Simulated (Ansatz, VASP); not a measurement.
# Pb in VASP and in Ansatz

INCAR

```
PREC     = Accurate       # precision mode
ENCUT    = 520            # plane-wave cutoff, eV
EDIFF    = 1E-6           # SCF threshold, eV
ISMEAR   = -1             # smearing method
SIGMA    = 0.05           # smearing width, eV
LREAL    = F              # projectors in reciprocal space
LASPH    = T              # aspherical terms in the spheres
NELM     = 60             # most SCF steps
ALGO     = Fast           # electronic algorithm
ISIF     = 2              # what is computed and relaxed
LWAVE    = F              # write WAVECAR
LCHARG   = F              # write CHGCAR
GGA      = PE             # functional
NBANDS   = 13             # bands
```

KPOINTS

```
regular mesh
0
Gamma
  9 9 9
```

The input POSCAR:

```
Pb
1.0
    0.0000000000      2.5075897876      2.5075897876
    2.5075897876      0.0000000000      2.5075897876
    2.5075897876      2.5075897876      0.0000000000
Pb
1
Direct
    0.0000000000      0.0000000000      0.0000000000
```

File input.yaml:

```yaml
crystal:
  lattice:
    - [0.0, 2.5075897876, 2.5075897876]
    - [2.5075897876, 0.0, 2.5075897876]
    - [2.5075897876, 2.5075897876, 0.0]
  atoms:
    - { symbol: Pb, position: [0.0, 0.0, 0.0] }
kpoints:
  mp_grid: { grid: [9, 9, 9] }
scf:
  occupations: { method: fermi_dirac, width: 0.05 }
hamiltonian:
  xc: pbe
  pseudopotentials: { kind: all_electron, lapw: { basis_error: 0.0005 } }
output:
  forces: true
  stress: true
  eigenvalues: true
```

Change from the starting cell: volume scaled by 1.04.

Alike in both runs: task single point; functional PBE; k mesh 9 × 9 × 9; occupations fermi-dirac, width 0.05 eV; no spin polarisation.

|  | VASP | Ansatz |
| --- | --- | --- |
| version | VASP 6.6.1 | Ansatz 0.2.0 |
| potentials or method | VASP PAW PBE potentials, release 64 (Pb_d) | all-electron LAPW, scalar-relativistic |
| plane-wave cutoff (eV) | 520 | see its input |

|  | VASP | Ansatz | Ansatz less VASP |
| --- | --- | --- | --- |
| gap on the k mesh at the Fermi level (eV) | none | none | - |
| pressure (GPa) | 0.4 | 0.4 | +0.07 |

A gap of «none» marks a metal or a gap that the smearing closes. Ansatz ran all-electron here, so the differences hold the error of VASP's frozen core and of both bases.

Spin-orbit coupling is left out, which matters for the levels of Pb.
